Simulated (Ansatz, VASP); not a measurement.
One calculation of Te, two programs

```xyz
4
Lattice="4.1389 0.0000 0.0000 -2.0695 3.5844 0.0000 0.0000 0.0000 7.9565" Properties=species:S:1:pos:R:3 pbc="T T T"
Te    2.0695    3.5844    0.0000
Te    2.0695    3.5844    3.9783
Te    0.0000    2.3896    1.9891
Te    2.0695    1.1948    5.9674
```

Alike in both runs: task single point; functional RPBE; k mesh 10 × 10 × 5; occupations fermi-dirac, width 0.1 eV; no spin polarisation.

```csv
,VASP,Ansatz
version,VASP 6.6.1,Ansatz 0.2.0
potentials or method,"VASP PAW PBE potentials, release 64 (Te)","plane waves (420 eV) with PAW, scalar-relativistic"
plane-wave cutoff (eV),520,420
valence electrons in the cell,24,64
```

```csv
,VASP,Ansatz,Ansatz less VASP
pressure (GPa),7.4,7.5,+0.09
largest component of the traceless stress (GPa),2.15,2.15,+0.006
```

With one functional, cell and mesh, what is left measures potentials, basis and numerics. The two sets of potentials don't hold the same shells in valence.

Caveats: the PAW data sets were made with another functional, which shifts forces and pressure a little (VASP). Spin-orbit coupling is left out, which matters for the levels of Te.
